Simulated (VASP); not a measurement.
## VASP inputs for ZnS (strained zincblende)

INCAR

```
LASPH = .TRUE.
PREC = Accurate
ALGO = Normal
ENCUT = 520
SIGMA = 0.01
NELM = 120
IBRION = -1
LREAL = .FALSE.
LWAVE = .FALSE.
LCHARG = .FALSE.
ISIF = 2
NBANDS = 16
METAGGA = R2SCAN
EDIFF = 1E-7
ISMEAR = 0
NSW = 0
```

KPOINTS

```
KPOINTS created by Atomic Simulation Environment
0
Gamma
8 8 8
0 0 0
```

KPOINTS_OPT

```
special points
6
Reciprocal
0.0000000000 0.0000000000 0.0000000000 1
-0.5000000000 -0.5000000000 0.0000000000 1
-0.3750000000 -0.3750000000 0.2500000000 1
-0.3750000000 0.0000000000 0.3750000000 1
0.0000000000 0.0000000000 0.5000000000 1
-0.5000000000 -0.2500000000 0.2500000000 1
```

POSCAR

```
Zn S
 1.0000000000000000
     0.1194525264000000    2.7057749247000000    2.7057749247000000
     2.7057749247000000    0.1194525264000000    2.7057749247000000
     2.7057749247000000    2.7057749247000000    0.1194525264000000
 Zn  S
   1   1
Cartesian
  0.0237799178023345  0.0237799178023345  0.0237799178023345
  1.3589706761476661  1.3589706761476661  1.3589706761476661
```

VASP ran with the recommended PBE PAW datasets (18 valence electrons in the cell).

Task: Estimate the main results of this run.

Result: gap between bands v and c 2.69 eV; least direct gap 2.69 eV; pressure 4.9 GPa.

Band v is the last that the valence electrons fill when counted band by band, and c is the next. Levels in eV from the top of v:

```csv
point,v−1,v,c,c+1
Γ,0.00,0.00,2.69,6.25
X,-2.90,-2.40,3.25,4.48
K,-3.53,-2.40,3.92,6.84
L,-1.40,-1.01,3.58,6.99
W,-3.36,-3.09,5.71,6.76
```
